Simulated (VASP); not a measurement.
# TiS2 (P-3m1) in VASP: notebook

Runs on TiS2. Level: PBE+D3(BJ). Tasks: relaxation of cell and atoms.

Program: VASP 6.6.1. These are calculated values, not measurements. Logs are shortened: lines on timing, memory, paths and dates and some standing lists are left out, and cuts for length are marked.

**1. The crystal as given**

It takes space group P-3m1 (No. 164, trigonal). The conventional cell has a = 3.412 Å, b = 3.412 Å, c = 5.695 Å, α = 90.00°, β = 90.00°, γ = 120.00°. Ti (site symmetry -3m) has 6 S at 2.43 Å as nearest neighbours. Around S (site symmetry 3m) lie 3 Ti at 2.43 Å.

**2. Relaxation of cell and atoms, PBE+D3(BJ)**

The input, INCAR:

```
SYSTEM = TiS2
  ALGO = Normal
  EDIFF = 1E-6
  EDIFFG = -0.01
  ENCUT = 600
  GGA = PE
  IBRION = 2
  ISIF = 3
  ISMEAR = 1
  IVDW = 12
  LASPH = .True.
  LCHARG = .False.
  LREAL = .False.
  LWAVE = .False.
  NELM = 80
  NSW = 90
  PREC = Accurate
  SIGMA = 0.1
```

The input, KPOINTS:

```
k-points
0
Gamma
  12 12 7
  0 0 0
```

The input, POSCAR:

```
TiS2
1.0
    3.4120000000      0.0000000000      0.0000000000
   -1.7060000000      2.9548786777      0.0000000000
    0.0000000000      0.0000000000      5.6950000000
Ti S
1 2
Direct
    0.0000000000      0.0000000000      0.0000000000
    0.3333333333      0.6666666667      0.2500000000
    0.6666666667      0.3333333333      0.7500000000
```

Potentials or basis: VASP PAW PBE potentials, release 64 (Ti_sv, S).

The run is started by

```console
> cat potpaw_PBE.64/Ti_sv/POTCAR potpaw_PBE.64/S/POTCAR > POTCAR
> mpirun -np 1 vasp_std > vasp.out
```

OUTCAR:

```text
SYSTEM = TiS2
   EDIFF = 1E-6
   EDIFFG = -0.01
   ENCUT = 600
   GGA = PE
   IBRION = 2
   ISIF = 3
   ISMEAR = 1
   IVDW = 12
   LASPH = .True.
   LREAL = .False.
   NELM = 80
   NSW = 90
   PREC = Accurate
 IVDW          = 12

 ion  position               nearest neighbor table
   1  0.000  0.000  0.000-   2 2.43   3 2.43   2 2.43   3 2.43   3 2.43   2 2.43
   2  0.333  0.667  0.250-   1 2.43   1 2.43   1 2.43
   3  0.667  0.333  0.750-   1 2.43   1 2.43   1 2.43

  LATTYP: Found a hexagonal cell.
 ALAT       =     3.4120000000
 C/A-ratio  =     1.6691090270

  Lattice vectors:

 A1 = (   3.4120000000,   0.0000000000,   0.0000000000)
 A2 = (  -1.7060000000,   2.9548786777,   0.0000000000)
 A3 = (   0.0000000000,   0.0000000000,   5.6950000000)

Analysis of symmetry for initial positions (statically):
=====================================================================
 Subroutine PRICEL returns:
 Original cell was already a primitive cell.

 Routine SETGRP: Setting up the symmetry group for a
 hexagonal supercell.

 Subroutine GETGRP returns: Found 12 space group operations
 (whereof 12 operations were pure point group operations)
 out of a pool of 24 trial point group operations.

The static configuration has the point symmetry D_3d.

Analysis of symmetry for dynamics (positions and initial velocities):
=====================================================================
 Subroutine PRICEL returns:
 Original cell was already a primitive cell.

 Routine SETGRP: Setting up the symmetry group for a
 hexagonal supercell.

 Subroutine GETGRP returns: Found 12 space group operations
 (whereof 12 operations were pure point group operations)
 out of a pool of 24 trial point group operations.

The dynamic configuration has the point symmetry D_3d.

 Subroutine INISYM returns: Found 12 space group operations
 (whereof 12 operations are pure point group operations),
 and found     1 'primitive' translations

----------------------------------------------------------------------------------------

                                     Primitive cell

  volume of cell :      57.4173

  direct lattice vectors                    reciprocal lattice vectors
     3.412000000  0.000000000  0.000000000     0.293083236  0.169211685  0.000000000
    -1.706000000  2.954878678  0.000000000     0.000000000  0.338423370  0.000000000
     0.000000000  0.000000000  5.695000000     0.000000000  0.000000000  0.175592625

  length of vectors
     3.412000000  3.412000000  5.695000000     0.338423370  0.338423370  0.175592625

  position of ions in fractional coordinates (direct lattice)
     0.000000000  0.000000000  0.000000000
     0.333333333  0.666666667  0.250000000
     0.666666667  0.333333333  0.750000000

  ion indices of the primitive-cell ions
   primitive index   ion index
                 1           1
                 2           2
                 3           3

----------------------------------------------------------------------------------------

 KPOINTS: k-points

Automatic generation of k-mesh.
 Grid dimensions read from file:
 generate k-points for:   12   12    7

 Generating k-lattice:

  Cartesian coordinates                     Fractional coordinates (reciprocal lattice)
     0.024423603  0.014100974  0.000000000     0.083333333  0.000000000  0.000000000
     0.000000000  0.028201947  0.000000000     0.000000000  0.083333333  0.000000000
     0.000000000  0.000000000  0.025084661     0.000000000  0.000000000  0.142857143

  Length of vectors
     0.028201947  0.028201947  0.025084661

  Shift w.r.t. Gamma in fractional coordinates (k-lattice)
     0.000000000  0.000000000  0.000000000

 Subroutine IBZKPT returns following result:
 ===========================================

 Found    112 irreducible k-points:

 Following reciprocal coordinates:
            Coordinates               Weight
  0.000000  0.000000  0.000000      1.000000
  0.083333 -0.000000  0.000000      6.000000
  0.166667 -0.000000  0.000000      6.000000
  0.250000  0.000000  0.000000      6.000000
  0.333333 -0.000000  0.000000      6.000000
  0.416667  0.000000  0.000000      6.000000
[... 16 lines left out ...]
  0.166667 -0.000000  0.142857      6.000000
  0.000000  0.166667  0.142857      6.000000
 [... further k-points ...]
   k-points           NKPTS =    112   k-points in BZ     NKDIM =    112   number of bands    NBANDS=     16
   number of dos      NEDOS =    301   number of ions     NIONS =      3
   total plane-waves  NPLWV =  37632
   dimension x,y,z NGX =    28 NGY =   28 NGZ =   48
   dimension x,y,z NGXF=    56 NGYF=   56 NGZF=   96
   ions per type =               1   2
   NGX,Y,Z   is equivalent  to a cutoff of  13.64, 13.64, 14.01 a.u.
   NGXF,Y,Z  is equivalent  to a cutoff of  27.29, 27.29, 28.02 a.u.
 SYSTEM =  TiS2
   PREC   = accura    normal or accurate (medium, high low for compatibility)
   ISTART =      0    job   : 0-new  1-cont  2-samecut
   ICHARG =      2    charge: 1-file 2-atom 10-const
   ISPIN  =      1    spin polarized calculation?
   LNONCOLLINEAR =      F non collinear calculations
   LSORBIT =      F    spin-orbit coupling
   LASPH  =      T    aspherical Exc in radial PAW
   ENCUT  =  600.0 eV  44.10 Ry    6.64 a.u.   6.81  6.81 11.37*2*pi/ulx,y,z
   NELM   =     80;   NELMIN=  2; NELMDL= -5     # of ELM steps
   EDIFF  = 0.1E-05   stopping-criterion for ELM
   LREAL  =      F    real-space projection
   EDIFFG = -.1E-01   stopping-criterion for IOM
   NSW    =     90    number of steps for IOM
   IBRION =      2    ionic relax: 0-MD 1-quasi-New 2-CG
   NFREE  =      1    steps in history (QN), initial steepest desc. (CG)
   ISIF   =      3    stress and relaxation
   ISYM   =      2    0-nonsym 1-usesym 2-fastsym
   POTIM  = 0.5000    time-step for ionic-motion
   TEBEG  =    0.0;   TEEND  =   0.0 temperature during run
   PSTRESS=    0.0 pullay stress
   NELECT =      24.0000    total number of electrons
   NUPDOWN=      -1.0000    fix difference up-down
   EMIN   =  10.00;   EMAX   =-10.00  energy-range for DOS
   EFERMI =   0.00;   METHOD = LEGACY
   ISMEAR =     1;   SIGMA  =   0.10  broadening in eV -4-tet -1-fermi 0-gaus
   EFERMI_NEDOS =   21; number of points for ismear=-14 and -15
   IALGO  =     38    algorithm
   IMIX   =      4    mixing-type and parameters
     AMIX     =   0.40;   BMIX     =  1.00
     AMIX_MAG =   1.60;   BMIX_MAG =  1.00
  volume/ion in A,a.u.               =      19.14       129.16
  Fermi-wavevector in a.u.,A,eV,Ry     =   1.224046  2.313112 20.385458  1.498289
  Thomas-Fermi vector in A             =   2.359135
   LORBIT       =      0    0 simple, 1 ext, 2 COOP (PROOUT), +10 PAW based schemes
   GGA     = PE    functional components
   LHFCALC =     F    Hartree Fock is set to
   AEXX    =    0.0000 exact exchange contribution
   IVDW    =    12    specifies the selected vdW correction
   LEPSILON=     F    determine dielectric tensor
   LRPA    =     F    only Hartree local field effects (RPA)
 conjugate gradient relaxation of ions
 non-spin polarized calculation
 Methfessel and Paxton  Order N= 1 SIGMA  =   0.10
  energy-cutoff  :      600.00
  volume of cell :       57.42
 maximum number of plane-waves:      1943
   NGX = 13   NGY = 13   NGZ = 23

--------------------------------------- Ionic step        1  -------------------------------------------

 number of electron      23.9999999 magnetization

 Free energy of the ion-electron system (eV)
  ---------------------------------------------------
  ext. energy  EPLUGINS =         0.00000000
  ---------------------------------------------------
  free energy    TOTEN  =       -19.92887059 eV

  energy without entropy =      -19.92876006  energy(sigma->0) =      -19.92883375

------------------------ aborting loop because EDIFF is reached ----------------------------------------

 Edisp (eV)   -1.15187

 E8    (eV) :    -0.4668

  FORCE on cell =-STRESS in cart. coord.  units (eV):
  Direction    XX          YY          ZZ          XY          YZ          ZX
  --------------------------------------------------------------------------------------
  -------------------------------------------------------------------------------------
  Total      -1.16506    -1.16506    -0.82498     0.00000     0.00000     0.00000
  in kB     -32.50998   -32.50998   -23.02041     0.00000     0.00000     0.00000
  external pressure =      -29.35 kB  Pullay stress =        0.00 kB
[... 100 lines left out ...]
  FREE ENERGIE OF THE ION-ELECTRON SYSTEM (eV)
  ---------------------------------------------------
  free  energy   TOTEN  =       -21.0961606678 eV

  energy  without entropy=      -21.0960671898  energy(sigma->0) =      -21.09612951

[... ionic steps 4 to 12 ...]

--------------------------------------- Ionic step       13  -------------------------------------------

 number of electron      24.0000000 magnetization

------------------------ aborting loop because EDIFF is reached ----------------------------------------

 Edisp (eV)   -1.22872

 E8    (eV) :    -0.4981
[... 71 lines left out ...]
  energy  without entropy=      -21.1071178049  energy(sigma->0) =      -21.10690816

--------------------------------------- Ionic step       15  -------------------------------------------

 number of electron      24.0000001 magnetization

 Free energy of the ion-electron system (eV)
  ---------------------------------------------------
  ext. energy  EPLUGINS =         0.00000000
  ---------------------------------------------------
  free energy    TOTEN  =       -19.87683442 eV

  energy without entropy =      -19.87716125  energy(sigma->0) =      -19.87694337

 E-fermi :   6.1612     XC(G=0): -10.4418

 val. band max:        6.1590409508   @ k =   0.0000   0.0000   0.2857
 cond. band min:       6.2155566688   @ k =   0.4167   0.0000   0.4286
 fundamental gap:      0.0565157179
 Fermi energy:         6.1612057043

 k-point     1 :       0.0000    0.0000    0.0000
  band No.  band energies     occupation
      1     -51.3898      2.00000
      2     -27.6248      2.00000
      3     -27.5739      2.00000
      4     -27.5739      2.00000
      5      -7.8769      2.00000
      6      -5.9733      2.00000
[... 8 lines left out ...]
     15       7.0306     -0.00000
     16       9.6242      0.00000
[... 420 lines left out ...]
  band No.  band energies     occupation
      1     -51.3861      2.00000
      2     -27.6174      2.00000
      3     -27.6120      2.00000
      4     -27.5825      2.00000
      5      -7.4823      2.00000
      6      -6.0015      2.00000
[... 8 lines left out ...]
     15       7.8047     -0.00000
     16       9.4236      0.00000

 [... further k-points ...]

------------------------ aborting loop because EDIFF is reached ----------------------------------------

 Edisp (eV)   -1.23035

 E8    (eV) :    -0.4988

  FORCE on cell =-STRESS in cart. coord.  units (eV):
  Direction    XX          YY          ZZ          XY          YZ          ZX
  --------------------------------------------------------------------------------------
  -------------------------------------------------------------------------------------
  Total      -0.00150    -0.00150     0.01228     0.00000    -0.00000     0.00000
  in kB      -0.04458    -0.04458     0.36465     0.00000    -0.00000     0.00000
  external pressure =        0.09 kB  Pullay stress =        0.00 kB
[... 18 lines left out ...]
  FREE ENERGIE OF THE ION-ELECTRON SYSTEM (eV)
  ---------------------------------------------------
  free  energy   TOTEN  =       -21.1071882101 eV

  energy  without entropy=      -21.1075150335  energy(sigma->0) =      -21.10729715

 reached required accuracy - stopping structural energy minimisation
```

It took 11 min on 1 thread of Intel Xeon Platinum 8488C (Sapphire Rapids), shared host; peak memory 0.29 GiB.

Results:

| Item | Value |
| --- | --- |
| Free energy | -21.1072 eV |
| Relaxed volume | 17.98 Å³/atom |
| Relaxed cell | a = 3.358 Å, b = 3.358 Å, c = 5.523 Å, α = 90.00°, β = 90.00°, γ = 120.00° |
| Space group after relaxing (to 0.05 Å) | P-3m1 (No. 164) |
| Energy gained by relaxing | 8.8 meV/atom |
| Ionic steps | 15 |
| Pressure after relaxing | 0.0 GPa |
| Largest force after relaxing | 0.003 eV/Å |
| Band gap on the k mesh | none (metal or under the smearing width) |
| Dispersion energy per atom | -0.410 eV |

Forces in eV/Å, atoms in the order of the input:
```
Ti   0.000  0.000  0.000
S    0.000  0.000  0.003
S    0.000  0.000 -0.003
```

Step by step:
```tsv
step	energy change (eV)	largest force (eV/Å)	pressure (GPa)	volume (Å³)
1	0.0000	0.1233	-2.93	57.42
2	-0.0037	0.5324	2.64	54.55
3	-0.0154	0.2172	-0.09	55.86
4	-0.0193	0.1409	-0.11	55.53
5	-0.0210	0.0305	-0.11	55.08
6	-0.0210	0.0440	-0.07	55.13
7	-0.0225	0.0354	-0.13	54.96
8	-0.0256	0.0056	-0.20	54.43
9	-0.0238	0.0691	-0.17	53.36
10	-0.0264	0.0099	-0.10	54.08
11	-0.0264	0.0118	-0.16	54.05
12	-0.0259	0.0375	-0.16	53.71
13	-0.0264	0.0131	-0.13	54.02
14	-0.0261	0.0621	0.48	53.71
15	-0.0265	0.0034	0.01	53.95
```

Final structure:
```yaml
crystal:
  lattice:
    - [3.35846, 0.00000, 0.00000]
    - [-1.67923, 2.90851, 0.00000]
    - [0.00000, 0.00000, 5.52309]
  atoms:
    - { symbol: Ti, position: [0.00000, 0.00000, 0.00000] }
    - { symbol: S, position: [0.33333, 0.66667, 0.25877] }
    - { symbol: S, position: [0.66667, 0.33333, 0.74123] }
```

Caveat: pairwise dispersion overbinds metals, which lowers pressure and volume.

(Continued in part 2 of 2.)
